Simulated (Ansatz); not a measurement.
Geometry optimisation in Ansatz: input, command and trajectory.

```yaml
crystal:
  lattice:
    - [3.4249948132, 0.0, 0.0]
    - [-1.7124974066, 2.9661325161, 0.0]
    - [0.0, 0.0, 5.2654411247]
  atoms:
    - { symbol: Hf, position: [0.0, 0.0, 0.0] }
    - { symbol: S, position: [0.6666666667, 0.3333333333, 0.7223946561] }
    - { symbol: S, position: [0.3333333333, 0.6666666667, 0.2776053439] }
basis:
  ecutwfc: 420
kpoints:
  mp_grid: { grid: [12, 12, 6] }
hamiltonian:
  xc: pbesol
  dispersion: d3bj
scf:
  occupations: { method: gaussian, width: 0.02 }
output:
  forces: true
  stress: true
  eigenvalues: true
relax:
  adjacent_minimum: "off"
  f_tol: 0.01
  max_steps: 30
  cell: { stress_tol: 0.1, fix: [volume] }
```

```bash
ansatz run input.yaml --threads 1 --pin off --max-ram 2560MiB --backend cpu --events-out ev --progress --plain --runs-dir out
```

All numbers below come from DFT PBEsol+D3(BJ), scalar-relativistic, plane waves, PAW in Ansatz.

The volume is held at 0.88 times that of the relaxed cell.

Of 6 frames 5 are shown, positions in Å and forces in eV/Å; the SCF threshold varies from step to step. Steps run on the plane waves of an earlier cell, with a Pulay correction in the pressure. The basis is chosen afresh for the last frame, the zero of the energies, and at times for earlier ones too; energy and pressure step there, also at an unchanged geometry. The mark taken_back stands on steps that the optimiser undid.

```xyz
3
Lattice="3.4250 0.0000 0.0000 -1.7125 2.9661 0.0000 0.0000 0.0000 5.2654" Properties=species:S:1:pos:R:3:forces:R:3 pbc="T T T" step=1 free_energy_over_end_meV_per_atom=3.95 pressure_GPa=10.83
Hf    0.0000    0.0000    0.0000    0.0000    0.0000    0.0000
S     1.7125    0.9887    3.8037    0.0000    0.0000   -0.4514
S     0.0000    1.9774    1.4617    0.0000    0.0000    0.4514
3
Lattice="3.4346 0.0000 0.0000 -1.7173 2.9745 0.0000 0.0000 0.0000 5.2360" Properties=species:S:1:pos:R:3:forces:R:3 pbc="T T T" step=2 free_energy_over_end_meV_per_atom=2.51 pressure_GPa=7.15
Hf    0.0000    0.0000    0.0000    0.0000    0.0000    0.0000
S     1.7173    0.9915    3.7353    0.0000    0.0000    0.3423
S     0.0000    1.9830    1.5007    0.0000    0.0000   -0.3423
3
Lattice="3.4236 0.0000 0.0000 -1.7118 2.9649 0.0000 0.0000 0.0000 5.2698" Properties=species:S:1:pos:R:3:forces:R:3 pbc="T T T" step=3 free_energy_over_end_meV_per_atom=0.05 pressure_GPa=8.62
Hf    0.0000    0.0000    0.0000    0.0000    0.0000    0.0000
S     1.7118    0.9883    3.7801    0.0000    0.0000    0.0102
S     0.0000    1.9766    1.4897    0.0000    0.0000   -0.0102
3
Lattice="3.4302 0.0000 0.0000 -1.7151 2.9706 0.0000 0.0000 0.0000 5.2495" Properties=species:S:1:pos:R:3:forces:R:3 pbc="T T T" step=4 free_energy_over_end_meV_per_atom=0.05 pressure_GPa=8.78 taken_back
Hf    0.0000    0.0000    0.0000    0.0000    0.0000    0.0000
S     1.7151    0.9902    3.7666    0.0000    0.0000   -0.0212
S     0.0000    1.9804    1.4829    0.0000    0.0000    0.0212
3
Lattice="3.4268 0.0000 0.0000 -1.7134 2.9677 0.0000 0.0000 0.0000 5.2599" Properties=species:S:1:pos:R:3:forces:R:3 pbc="T T T" step=6 free_energy_over_end_meV_per_atom=0.00 pressure_GPa=8.67
Hf    0.0000    0.0000    0.0000    0.0000    0.0000    0.0000
S     1.7134    0.9892    3.7732    0.0000    0.0000   -0.0002
S     0.0000    1.9785    1.4867    0.0000    0.0000    0.0002
```

The run took 33 s on 1 thread of Arm Neoverse V2 (shared host), peak memory 0.4 GiB.

Spin–orbit coupling is left out, which can shift energies with elements as heavy as these. The smearing is narrow for a metal on this mesh.